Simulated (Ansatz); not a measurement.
# two structures of Ru: a comparison of enthalpies under pressure

Program: the Ansatz DFT code, driven from Python.

Notebook, run cell by cell (the value of a cell's last expression is shown):

**Cell 1**
```python
import warnings

import ansatz as az
import numpy as np
from tabulate import tabulate
```

**Cell 2**
```python
ECUT = 450
K_SPACING = 0.14
OCCUPATIONS = "fermi_dirac"
WIDTH_EV = 0.1
```

**Cell 3**
```python
def diamond(A, a):
    return az.Crystal.diamond(A, a=a)
```

**Cell 4**
```python
def bcc(a_site, a):
    return az.Crystal.bcc(a_site, a=a)
```

**Cell 5**
```python
def solve(name, crystal, pressure=0.0):
    calc = crystal.calculation()
    calc = calc.basis(ECUT).kpoints(spacing=K_SPACING)
    calc = calc.occupations(OCCUPATIONS, width=WIDTH_EV)
    calc = calc.relax(force_tolerance=0.02, max_steps=60, cell=True, pressure=pressure)
    return calc.run(threads=1)
```

**Cell 6**
```python
def volume_per_atom(outcome):
    return abs(np.linalg.det(outcome.lattice.cell_ang)) / len(outcome.lattice.sites)
```

**Cell 7**
```python
warnings.simplefilter("ignore", az.DeckWarning)
```

**Cell 8**
```python
phases = {}
phases["diamond"] = diamond("Ru", 5.21)
phases["bcc"] = bcc("Ru", 3.01)

# enthalpy per atom at each pressure
pressures = [0, 20, 40, 60]
enthalpy, volume = {name: [] for name in phases}, {name: [] for name in phases}
for p in pressures:
    for name, crystal in phases.items():
        o = solve(name, crystal, pressure=p)
        volume[name].append(volume_per_atom(o))
        enthalpy[name].append(o.report["energy_sigma0_ev"] / len(o.lattice.sites) + p * volume[name][-1] / 160.21766)
gap = np.array(enthalpy["bcc"]) - np.array(enthalpy["diamond"])
rows = [(p, va, vb, 1000 * d) for p, va, vb, d in zip(pressures, volume["diamond"], volume["bcc"], gap)]
print(tabulate(rows, headers=["P (GPa)", "V diamond (A^3/atom)", "V bcc (A^3/atom)", "H(bcc) - H(diamond) (meV/atom)"], floatfmt=".4f", tablefmt="psql"))
crossings = [p0 - g0 * (p1 - p0) / (g1 - g0) for p0, p1, g0, g1 in zip(pressures, pressures[1:], gap, gap[1:]) if g0 * g1 < 0]
print("crossing near", [round(float(p), 1) for p in crossings], "GPa") if crossings else print("no crossing in this range")
```
Output:
```text
+-----------+------------------------+--------------------+----------------------------------+
|   P (GPa) |   V diamond (A^3/atom) |   V bcc (A^3/atom) |   H(bcc) - H(diamond) (meV/atom) |
|-----------+------------------------+--------------------+----------------------------------|
|         0 |                20.3044 |            14.2562 |                        -556.2449 |
|        20 |                18.4119 |            13.3970 |                       -1240.6711 |
|        40 |                17.1860 |            12.7627 |                       -1828.1767 |
|        60 |                16.2826 |            12.2589 |                       -2354.8212 |
+-----------+------------------------+--------------------+----------------------------------+
no crossing in this range
```

Absolute energies stand on the zero of these potentials, so only differences at equal settings mean something. The run is spin-unpolarised. At a fixed pressure a relaxation lowers the enthalpy F + PV, while F alone can rise. No functional is typed, so the default, PBE, holds. Only these two structures are compared, at zero temperature and with their symmetry kept; either may be hypothetical, and another phase may be lower than both. Differences under 10 to 15 meV an atom lie within the error of mesh and functional. The cells are prototypes set up for this calculation and needn't exist. The whole script took 120 s on 1 thread of Arm Neoverse V2, with other jobs on the host, peak memory 0.49 GiB.
